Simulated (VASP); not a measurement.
GaP:

```
Ga P
1.0
     0.00000    2.72525    2.72525
     2.72525    0.00000    2.72525
     2.72525    2.72525    0.00000
Ga P
1 1
Cartesian
  0.0000 0.0000 0.0000
  1.3626 1.3626 1.3626
```

| Quantity | Value |
| --- | --- |
| Program | VASP 6.6.1 |
| Task | relaxation of cell and atoms |
| Functional | PBE |
| Potentials or basis | VASP PAW PBE potentials, release 64 (Ga_d, P) |
| Cutoff | 600 eV |
| k mesh | 8 × 8 × 8 |
| Occupations | gaussian, width 0.03 eV |
| Spin | no spin polarisation |

At the start: pressure 2.4 GPa; volume 20.24 Å³/atom.

Question: Where does the relaxation end?

Answer: Over 3 steps the energy falls by 4.6 meV/atom and the volume is 20.86 Å³/atom (+3.1 %); space group F-43m (No. 216, to 0.05 Å).

Step by step:
```
step  energy change (eV)  largest force (eV/Å)  pressure (GPa)  volume (Å³)
   1              0.0000                0.0000            2.42        40.48
   2             -0.0073                0.0000           -1.04        42.30
   3             -0.0092                0.0000            0.05        41.72
```

Final structure:
```
Ga P
1.0
     0.00000    2.75282    2.75282
     2.75282    0.00000    2.75282
     2.75282    2.75282    0.00000
Ga P
1 1
Direct
  0.00000 0.00000 0.00000
  0.25000 0.25000 0.25000
```
